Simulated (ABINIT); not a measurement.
# Si (Fd-3m) in ABINIT: further runs

The runs below take Si through single point, relaxation of cell and atoms, with PBE, PBEsol.

All numbers are computed with ABINIT 10.8.3 (patched build); they aren't measurements. Logs are shortened: lines on timing, memory, paths and dates and some standing lists are left out, and cuts for length are marked. The log counts tension as positive stress, the text compression.

## Step 1: The structure

Symmetry: Fd-3m, No. 227, cubic system. Conventional cell: a = 5.471 Å, b = 5.471 Å, c = 5.471 Å, α = 90.00°, β = 90.00°, γ = 90.00°. Si (site symmetry -43m) is surrounded by 4 Si at 2.37 Å.

## Step 2: Single point, PBE

Input file run.abi:

```
pp_dirpath "./"
pseudos "Si.upf"

acell 3.8683982713 3.8683982713 3.8683982713 Angstrom
rprim
     0.0000000000     0.7071067812     0.7071067812
     0.7071067812     0.0000000000     0.7071067812
     0.7071067812     0.7071067812     0.0000000000
ntypat 1
znucl 14
natom 2
typat 1 1
xred
     0.5000000000     0.5000000000     0.5000000000
     0.7500000000     0.7500000000     0.7500000000

ecut 14.0

kptopt 1
ngkpt 6 6 6
nshiftk 1
shiftk 0.0 0.0 0.0

ixc 11

nband 8
occopt 3
tsmear 0.05 eV

nstep 100
tolvrs 1.0e-10

iomode 3
prtwf 0
prteig 0
prtebands 0
enunit 2
prtden 1
prtvha 1
prtvclmb 1
prtpot 1
prtelf 1
```

Potentials or basis: PseudoDojo NC SR PBE v0.4.1 standard.

On the command line:

```sh
$ abinit run.abi > log 2>&1
```

run.abo:

```text
.Version 10.8.3 of ABINIT
 Symmetries : space group Fd -3 m (#227); Bravais cF (face-center cubic)
================================================================================
 Values of the parameters that define the memory need of the present run
     intxc =       0    ionmov =       0      iscf =       7    lmnmax =       6
     lnmax =       6     mgfft =      27  mpssoang =       3    mqgrid =    3001
     natom =       2  nloc_mem =       1    nspden =       1   nspinor =       1
    nsppol =       1      nsym =      48    n1xccc =    2501    ntypat =       1
    occopt =       3   xclevel =       2
       mpw =         698          nfft =       19683          nkpt =          16
================================================================================
================================================================================

--------------------------------------------------------------------------------
------------- Echo of variables that govern the present computation ------------
--------------------------------------------------------------------------------
 -outvars: echo values of preprocessed input variables --------
            acell      7.3102132787E+00  7.3102132787E+00  7.3102132787E+00 Bohr
              amu      2.80855000E+01
             ecut      1.40000000E+01 Hartree
           enunit           2
              ixc          11
         kptrlatt        6    0    0      0    6    0      0    0    6
          kptrlen      4.38612797E+01
            natom           2
            nband           8
            ngfft          27      27      27
             nkpt          16
            nstep         100
             nsym          48
           ntypat           1
           occopt           3
        prtebands           0
           prteig           0
           prtelf           1
           prtpot           1
         prtvclmb           1
           prtvha           1
            prtwf           0
            rprim      0.0000000000E+00  7.0710678120E-01  7.0710678120E-01
                       7.0710678120E-01  0.0000000000E+00  7.0710678120E-01
                       7.0710678120E-01  7.0710678120E-01  0.0000000000E+00
          spgroup         227
           tolvrs      1.00000000E-10
           tsmear      1.83746611E-03 Hartree
            typat      1  1
           xangst      2.7353706500E+00  2.7353706500E+00  2.7353706500E+00
                       4.1030559750E+00  4.1030559750E+00  4.1030559750E+00
            xcart      5.1691013814E+00  5.1691013814E+00  5.1691013814E+00
                       7.7536520721E+00  7.7536520721E+00  7.7536520721E+00
             xred      5.0000000000E-01  5.0000000000E-01  5.0000000000E-01
                       7.5000000000E-01  7.5000000000E-01  7.5000000000E-01
            znucl       14.00000

================================================================================

 chkinp: Checking input parameters for consistency.

[... 105 lines left out ...]

 ----iterations are completed or convergence reached----

 Mean square residual over all n,k,spin=   23.521E-07; max=  19.437E-05
 reduced coordinates (array xred) for    2 atoms
       0.500000000000      0.500000000000      0.500000000000
       0.750000000000      0.750000000000      0.750000000000
 rms dE/dt=  4.2352E-29; max dE/dt=  6.7316E-29; dE/dt below (all hartree)
    1       0.000000000000      0.000000000000     -0.000000000000
    2      -0.000000000000      0.000000000000      0.000000000000

 cartesian coordinates (angstrom) at end:
    1      2.73537065001859     2.73537065001859     2.73537065001859
    2      4.10305597502788     4.10305597502788     4.10305597502788

 cartesian forces (hartree/bohr) at end:
    1      0.00000000000000    -0.00000000000000    -0.00000000000000
    2     -0.00000000000000     0.00000000000000     0.00000000000000
 frms,max,avg= 7.9747987E-30 9.7670938E-30   0.000E+00  0.000E+00  0.000E+00 h/b

 cartesian forces (eV/Angstrom) at end:
    1      0.00000000000000    -0.00000000000000    -0.00000000000000
    2     -0.00000000000000     0.00000000000000     0.00000000000000
 frms,max,avg= 4.1008064E-28 5.0224416E-28   0.000E+00  0.000E+00  0.000E+00 e/A
 length scales=  7.310213278692  7.310213278692  7.310213278692 bohr
              =  3.868398271300  3.868398271300  3.868398271300 angstroms
 Fermi (or HOMO) energy (hartree) =   0.16576   Average Vxc (hartree)=  -0.33818
 Eigenvalues (hartree) for nkpt=  16  k points:
 kpt#   1, nband=  8, wtk=  0.00463, kpt=  0.0000  0.0000  0.0000 (reduced coord)
  -0.28104    0.15321    0.15321    0.15321    0.24674    0.24674    0.24674    0.26685
      occupation numbers for kpt#   1
   2.00000    1.99784    1.99784    1.99784    0.00000    0.00000    0.00000    0.00000
 prteigrs : prtvol=0 or 1, do not print more k-points.

 Fermi (or HOMO) energy (eV) =   4.51047   Average Vxc (eV)=  -9.20228
 Eigenvalues (   eV  ) for nkpt=  16  k points:
 kpt#   1, nband=  8, wtk=  0.00463, kpt=  0.0000  0.0000  0.0000 (reduced coord)
  -7.64738    4.16903    4.16903    4.16903    6.71410    6.71410    6.71410    7.26132
 prteigrs : prtvol=0 or 1, do not print more k-points.

--- !EnergyTerms
iteration_state     : {dtset: 1, }
comment             : Components of total free energy in Hartree
kinetic             :  3.04478015378703E+00
hartree             :  5.59419320992189E-01
xc                  : -3.08054794562568E+00
Ewald energy        : -8.33691993512757E+00
psp_core            :  5.41179339015686E-01
local_psp           : -2.33650028969339E+00
non_local_psp       :  1.14703215436977E+00
internal            : -8.46155720228195E+00
'-kT*entropy'       : -9.42448578540143E-07
total_energy        : -8.46155814473053E+00
total_energy_eV     : -2.30250726919089E+02
band_energy         : -2.45267318073927E-01
...

 Cartesian components of stress tensor (hartree/bohr^3)
  sigma(1 1)=  2.55289204E-06  sigma(3 2)=  0.00000000E+00
  sigma(2 2)=  2.55289204E-06  sigma(3 1)=  0.00000000E+00
  sigma(3 3)=  2.55289204E-06  sigma(2 1)=  0.00000000E+00

-Cartesian components of stress tensor (GPa)         [Pressure= -7.5109E-02 GPa]
- sigma(1 1)=  7.51086769E-02  sigma(3 2)=  0.00000000E+00
- sigma(2 2)=  7.51086769E-02  sigma(3 1)=  0.00000000E+00
- sigma(3 3)=  7.51086769E-02  sigma(2 1)=  0.00000000E+00

== END DATASET(S) ==============================================================
================================================================================

 -outvars: echo values of variables after computation  --------
            acell      7.3102132787E+00  7.3102132787E+00  7.3102132787E+00 Bohr
           etotal     -8.4615581447E+00
            fcart      9.7670937769E-30 -3.5032461608E-46 -9.7670937769E-30
                      -9.7670937769E-30  3.5032461608E-46  9.7670937769E-30
            rprim      0.0000000000E+00  7.0710678120E-01  7.0710678120E-01
                       7.0710678120E-01  0.0000000000E+00  7.0710678120E-01
                       7.0710678120E-01  7.0710678120E-01  0.0000000000E+00
           strten      2.5528920389E-06  2.5528920389E-06  2.5528920389E-06
                       0.0000000000E+00  0.0000000000E+00  0.0000000000E+00
           xangst      2.7353706500E+00  2.7353706500E+00  2.7353706500E+00
                       4.1030559750E+00  4.1030559750E+00  4.1030559750E+00
             xred      5.0000000000E-01  5.0000000000E-01  5.0000000000E-01
                       7.5000000000E-01  7.5000000000E-01  7.5000000000E-01
 Calculation completed.
```

Run time: 2.3 s. Hardware: 1 thread of Intel Xeon Platinum 8375C at 2.90GHz (Ice Lake), shared host; peak memory 0.07 GiB.

What came out:

| Item | Value |
| --- | --- |
| Free energy | -230.2507 eV |
| Pressure | -0.1 GPa |
| Band gap on the k mesh | 0.75 eV, indirect (least direct gap 2.55 eV) |
| Valence electrons inside the program's atomic spheres | Si 1.81, 1.76 (radii [1.0584] Å) |

A k mesh can miss the band edges.

## Step 3: Single point, PBE

This run uses another cell than the first one, of 20.16 Å³/atom, 0.985 times its volume.

Input file run.abi:

```
# Pseudopotentials
pp_dirpath "./"
pseudos "Si.upf"

# Structure
acell 3.8492788627 3.8492788627 3.8492788627 Angstrom
rprim
     0.0000000000     0.7071067812     0.7071067812
     0.7071067812     0.0000000000     0.7071067812
     0.7071067812     0.7071067812     0.0000000000
ntypat 1
znucl 14
natom 2
typat 1 1
xred
     0.5000000000     0.5000000000     0.5000000000
     0.7500000000     0.7500000000     0.7500000000

# Plane-wave basis
ecut 18.0

# k points
kptopt 1
ngkpt 6 6 6
nshiftk 1
shiftk 0.0 0.0 0.0

# Exchange and correlation
ixc 11

# Bands and occupations
nband 8
occopt 3
tsmear 0.05 eV

# SCF cycle
nstep 100
tolvrs 1.0e-10

# Output
iomode 3
prtwf 0
prtden 0
prteig 0
prtebands 0
enunit 1
```

Potentials or basis: PseudoDojo NC SR PBE v0.4.1 standard.

On the command line:

```sh
$ abinit run.abi > log 2>&1
```

Wall time 3.4 s (1 thread of Intel Xeon Platinum 8375C at 2.90GHz (Ice Lake), shared host); peak memory 0.07 GiB.

It converged, with:

```
Free energy                                           : -230.2527 eV
Pressure                                              : 1.3 GPa
Band gap on the k mesh                                : 0.72 eV, indirect (least direct gap 2.55 eV)
Valence electrons inside the program's atomic spheres : Si 1.79, 1.76 (radii [1.0584] Å)
```

Levels at points of the mesh, in eV from the valence-band top:
| k point | band 2 | band 3 | band 4 | band 5 | band 6 | band 7 |
| --- | --- | --- | --- | --- | --- | --- |
| (0.00, 0.00, 0.00) | 0.00 | 0.00 | 0.00 | 2.55 | 2.55 | 2.55 |
| (0.50, 0.00, 0.00) | -6.94 | -1.20 | -1.20 | 1.50 | 3.34 | 3.34 |
| (0.50, 0.50, 0.00) | -7.80 | -2.84 | -2.84 | 0.72 | 0.72 | 10.03 |

A k mesh can miss the band edges. Expect the measured gap to be larger: semilocal functionals such as PBE lack the derivative discontinuity.

## Step 4: Single point, PBEsol

This run uses another cell than the first one, of 20.16 Å³/atom, 0.985 times its volume.

run.abi, as its differences from that of step 3:

```diff
@@ -5,3 +5,3 @@
 # Structure
-acell 3.8492788627 3.8492788627 3.8492788627 Angstrom
+acell 7.2740828278 7.2740828278 7.2740828278
 rprim
@@ -14,8 +14,8 @@
 typat 1 1
-xred
-     0.5000000000     0.5000000000     0.5000000000
-     0.7500000000     0.7500000000     0.7500000000
+xcart
+     5.1435532945     5.1435532945     5.1435532945
+     7.7153299417     7.7153299417     7.7153299417
 
 # Plane-wave basis
-ecut 18.0
+ecut 14.0
 
@@ -28,3 +28,3 @@
 # Exchange and correlation
-ixc 11
+ixc -116133
```

Potentials or basis: PseudoDojo NC SR PBEsol v0.4.1 standard.

On the command line:

```sh
$ abinit run.abi > log 2>&1
```

run.abo:

```text
.Version 10.8.3 of ABINIT
 Symmetries : space group Fd -3 m (#227); Bravais cF (face-center cubic)
================================================================================
 Values of the parameters that define the memory need of the present run
     intxc =       0    ionmov =       0      iscf =       7    lmnmax =       6
     lnmax =       6     mgfft =      27  mpssoang =       3    mqgrid =    3001
     natom =       2  nloc_mem =       1    nspden =       1   nspinor =       1
    nsppol =       1      nsym =      48    n1xccc =    2501    ntypat =       1
    occopt =       3   xclevel =       2
       mpw =         692          nfft =       19683          nkpt =          16
================================================================================
================================================================================

--------------------------------------------------------------------------------
------------- Echo of variables that govern the present computation ------------
--------------------------------------------------------------------------------
 -outvars: echo values of preprocessed input variables --------
            acell      7.2740828278E+00  7.2740828278E+00  7.2740828278E+00 Bohr
              amu      2.80855000E+01
             ecut      1.40000000E+01 Hartree
           enunit           1
              ixc     -116133
         kptrlatt        6    0    0      0    6    0      0    0    6
          kptrlen      4.36444970E+01
            natom           2
            nband           8
            ngfft          27      27      27
[... 150 lines left out ...]
kinetic             :  3.05507649929683E+00
hartree             :  5.42670330450222E-01
xc                  : -3.07105238656517E+00
Ewald energy        : -8.37832950983799E+00
psp_core            :  4.62361512536239E-01
local_psp           : -2.31006120165162E+00
non_local_psp       :  1.23742488925501E+00
internal            : -8.46190986651649E+00
'-kT*entropy'       : -3.07293139648426E-06
total_energy        : -8.46191293944789E+00
total_energy_eV     : -2.30260381375181E+02
band_energy         : -1.54710066986007E-01
...

 Cartesian components of stress tensor (hartree/bohr^3)
  sigma(1 1)=  2.05731509E-05  sigma(3 2)=  0.00000000E+00
  sigma(2 2)=  2.05731509E-05  sigma(3 1)=  0.00000000E+00
  sigma(3 3)=  2.05731509E-05  sigma(2 1)=  0.00000000E+00

-Cartesian components of stress tensor (GPa)         [Pressure= -6.0528E-01 GPa]
- sigma(1 1)=  6.05282998E-01  sigma(3 2)=  0.00000000E+00
- sigma(2 2)=  6.05282998E-01  sigma(3 1)=  0.00000000E+00
- sigma(3 3)=  6.05282998E-01  sigma(2 1)=  0.00000000E+00

== END DATASET(S) ==============================================================
================================================================================

 -outvars: echo values of variables after computation  --------
            acell      7.2740828278E+00  7.2740828278E+00  7.2740828278E+00 Bohr
           etotal     -8.4619129394E+00
            fcart     -4.0898362671E-31  4.0898362671E-31 -2.0449181336E-30
                       4.0898362671E-31 -4.0898362671E-31  2.0449181336E-30
            rprim      0.0000000000E+00  7.0710678120E-01  7.0710678120E-01
                       7.0710678120E-01  0.0000000000E+00  7.0710678120E-01
                       7.0710678120E-01  7.0710678120E-01  0.0000000000E+00
           strten      2.0573150940E-05  2.0573150940E-05  2.0573150940E-05
                       0.0000000000E+00  0.0000000000E+00  0.0000000000E+00
           xangst      2.7218511846E+00  2.7218511846E+00  2.7218511846E+00
                       4.0827767770E+00  4.0827767770E+00  4.0827767770E+00
             xred      4.9999999999E-01  4.9999999999E-01  4.9999999999E-01
                       7.4999999999E-01  7.4999999999E-01  7.4999999999E-01
 Calculation completed.
```

Run time: 5.2 s. Hardware: 1 thread of AMD EPYC, shared host; peak memory 0.06 GiB.

What came out:

| Item | Value |
| --- | --- |
| Free energy | -230.2604 eV |
| Pressure | -0.6 GPa |
| Band gap on the k mesh | 0.61 eV, indirect (least direct gap 2.51 eV) |
| Valence electrons inside the program's atomic spheres | Si 1.79, 1.74 (radii [1.0584] Å) |

Caveat: the cutoff is short for stress, so the pressure is rough.

## Step 5: Single point, PBEsol

This run uses another cell than the first one, of 20.16 Å³/atom, 0.985 times its volume.

Input file run.abi:

```
pp_dirpath "./"
pseudos "Si.upf"

acell 3.8492788627 3.8492788627 3.8492788627 Angstrom
rprim
     0.0000000000     0.7071067812     0.7071067812
     0.7071067812     0.0000000000     0.7071067812
     0.7071067812     0.7071067812     0.0000000000
ntypat 1
znucl 14
natom 2
typat 1 1
xred
     0.5000000000     0.5000000000     0.5000000000
     0.7500000000     0.7500000000     0.7500000000

ecut 14.0

kptopt 1
ngkpt 6 6 6
nshiftk 1
shiftk 0.0 0.0 0.0

ixc -116133

nband 8
occopt 3
tsmear 0.00183747

nstep 100
tolvrs 1.0e-10

iomode 3
prtwf 0
prtden 0
prteig 0
prtebands 0
enunit 2
prtvol 2
```

On the command line:

```sh
$ abinit run.abi > log 2>&1
```

Run time: 4.2 s. Hardware: 1 thread of Intel Xeon at 2.70GHz, shared host; peak memory 0.06 GiB.

The run converged. Its results:

* Free energy: -230.2604 eV
* Pressure: -0.6 GPa
* Band gap on the k mesh: 0.61 eV, indirect (least direct gap 2.51 eV)
* Valence electrons inside the program's atomic spheres: Si 1.79, 1.74 (radii [1.0584] Å)

Levels at points of the mesh, in eV from the valence-band top:
```
           k point  band 2  band 3  band 4  band 5  band 6  band 7
(0.00, 0.00, 0.00)    0.00    0.00    0.00    2.51    2.51    2.51
(0.50, 0.00, 0.00)   -6.99   -1.20   -1.20    1.43    3.28    3.28
(0.50, 0.50, 0.00)   -7.81   -2.86   -2.86    0.61    0.61    9.98
```

Caveat: the cutoff is short for stress, so the pressure is rough. As with any semilocal functional, this PBEsol gap is likely too small.

## Step 6: Relaxation of cell and atoms, PBEsol

This run uses another cell than the first one, of 20.16 Å³/atom, 0.985 times its volume.

Input file run.abi:

```
# Pseudopotentials
pp_dirpath "./"
pseudos "Si.upf"

# Structure
acell 3.8492788627 3.8492788627 3.8492788627 Angstrom
rprim
     0.0000000000     0.7071067812     0.7071067812
     0.7071067812     0.0000000000     0.7071067812
     0.7071067812     0.7071067812     0.0000000000
ntypat 1
znucl 14
natom 2
typat 1 1
chkprim 0
chksymtnons 0
tolsym 1.0e-6
xred
            1/2            1/2            1/2
            3/4            3/4            3/4

# Plane-wave basis
ecut 18.0
ecutsm 0.5

# k points
kptopt 1
ngkpt 6 6 6
nshiftk 1
shiftk 0.0 0.0 0.0

# Exchange and correlation
ixc -116133

# Bands and occupations
nband 8
occopt 3
tsmear 0.00183747

# SCF cycle
nstep 80
tolvrs 1.0e-12

# Output
iomode 3
prteig 0
prtebands 0
prtwf 0
prtden 0

# Relaxation
ionmov 2
optcell 2
ntime 50
tolmxf 2.0e-5
dilatmx 1.08
```

Potentials or basis: PseudoDojo NC SR PBEsol v0.4.1 standard.

On the command line:

```sh
$ abinit run.abi > log 2>&1
```

Run time: 13 s. Hardware: 1 thread of Intel Xeon at 2.70GHz, shared host; peak memory 0.06 GiB.

Results (log left out):

* Free energy: -230.2646 eV
* Relaxed volume: 20.04 Å³/atom
* Relaxed cell: a = 3.841 Å, b = 3.841 Å, c = 3.841 Å, α = 60.00°, β = 60.00°, γ = 60.00°
* Space group after relaxing (to 0.05 Å): Fd-3m (No. 227)
* Energy gained by relaxing: 0.2 meV/atom
* Ionic steps: 3
* Pressure after relaxing: 0.0 GPa
* Band gap on the k mesh: 0.59 eV, indirect (least direct gap 2.51 eV)

Step by step:
```tsv
step	energy change (eV)	largest force (eV/Å)	pressure (GPa)	volume (Å³)
1	0.0000	0.0000	-0.56	40.33
2	-0.0002	0.0000	-0.41	40.26
3	-0.0004	0.0000	0.00	40.08
```

Final structure:
```yaml
crystal:
  lattice:
    - [0.00000, 2.71631, 2.71631]
    - [2.71631, 0.00000, 2.71631]
    - [2.71631, 2.71631, 0.00000]
  atoms:
    - { symbol: Si, position: [0.50000, 0.50000, 0.50000] }
    - { symbol: Si, position: [0.75000, 0.75000, 0.75000] }
```

A k mesh can miss the band edges.

## Step 7: Overview

| task | level | potentials or basis | cell | cutoff (eV) | cell freedom (optcell) | optimiser (ionmov) | cutoff smearing ecutsm (Ha) | force stop (Ha/bohr) | gap on the mesh (eV) | pressure (GPa) |
| --- | --- | --- | --- | --- | --- | --- | --- | --- | --- | --- |
| single point | PBE | PseudoDojo NC SR PBE v0.4.1 standard | Fd-3m, 20.47 Å³/atom | 381 | - | - | - | - | 0.75 | -0.1 |
| single point | PBE | PseudoDojo NC SR PBE v0.4.1 standard | Fd-3m, 20.16 Å³/atom | 490 | - | - | - | - | 0.72 | 1.3 |
| single point | PBEsol | PseudoDojo NC SR PBEsol v0.4.1 standard | Fd-3m, 20.16 Å³/atom | 381 | - | - | - | - | 0.61 | -0.6 |
| relaxation of cell and atoms | PBEsol | PseudoDojo NC SR PBEsol v0.4.1 standard | relaxed | 490 | 2 | 2 | 0.5 | 2e-05 | 0.59 | 0.0 |

Alike in all rows: no spin polarisation; k mesh 6 × 6 × 6; smearing fermi-dirac 0.05 eV.

Caveats: the cutoff is short for stress, so the pressure is rough (some runs).

Total energies depend on the potentials used, so only differences within one code and one set of settings carry meaning.
